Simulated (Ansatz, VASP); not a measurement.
InSe: VASP beside Ansatz

File INCAR:

```
SYSTEM = InSe
ALGO = Normal
EDIFF = 1E-7
ENCUT = 520
GGA = PE
ISIF = 2
ISMEAR = -1
LASPH = .True.
LCHARG = .False.
LREAL = .False.
LWAVE = .False.
NBANDS = 27
NELM = 60
PREC = Accurate
SIGMA = 0.05
```

File KPOINTS:

```
k-points
0
Gamma
  8 8 8
  0 0 0
```

File POSCAR:

```
InSe
1.0
    1.9591722174      1.1311286071      8.2677067576
   -1.9591722174      1.1311286071      8.2677067576
    0.0000000000     -2.2622572143      8.2677067576
In Se
2 2
Direct
    0.8886000000      0.8886000000      0.8886000000
    0.0000000000      0.0000000000      0.0000000000
    0.1719000000      0.1719000000      0.1719000000
    0.3835000000      0.3835000000      0.3835000000
```

input.yaml

```yaml
crystal:
  lattice:
    - [1.9591722174, 1.1311286071, 8.2677067576]
    - [-1.9591722174, 1.1311286071, 8.2677067576]
    - [0.0, -2.2622572143, 8.2677067576]
  atoms:
    - { symbol: In, position: [0.8886, 0.8886, 0.8886] }
    - { symbol: In, position: [0.0, 0.0, 0.0] }
    - { symbol: Se, position: [0.1719, 0.1719, 0.1719] }
    - { symbol: Se, position: [0.3835, 0.3835, 0.3835] }
hamiltonian:
  xc: pbe
  pseudopotentials: { kind: paw }
kpoints:
  mp_grid: { grid: [8, 8, 8] }
scf:
  occupations: { method: fermi_dirac, width: 0.05 }
output:
  forces: true
  stress: true
  eigenvalues: true
  write_density: true
  write_potential: true
  elf: true
  volumetric_format: npy
```

Change from the starting cell: volume scaled by 0.94.

Alike in both runs: task single point; functional PBE; k mesh 8 × 8 × 8; occupations fermi-dirac, width 0.05 eV; no spin polarisation.

|  | VASP | Ansatz |
| --- | --- | --- |
| version | VASP 6.6.1 | Ansatz 0.2.0 |
| potentials or method | VASP PAW PBE potentials, release 64 (In_d, Se) | Ansatz PAW |
| plane-wave cutoff (eV) | 520 | 420 |
| valence electrons in the cell | 38 | 58 |

```tsv
	VASP	Ansatz	Ansatz less VASP
gap on the k mesh at the Fermi level (eV)	0.60	0.62	+0.014
least direct gap on the mesh (eV)	0.60	0.62	+0.014
pressure (GPa)	6.8	6.7	-0.06
largest component of the traceless stress (GPa)	1.11	1.10	-0.007
rms of the force components (eV/Å)	0.419	0.408	-0.0110
```

Atom by atom the forces differ by 0.011 eV/Å (rms over components). The two sets of potentials don't hold the same shells in valence.

Caveats: spin-orbit coupling is left out, which moves the levels of the heavy elements. A k mesh can miss the band edges.
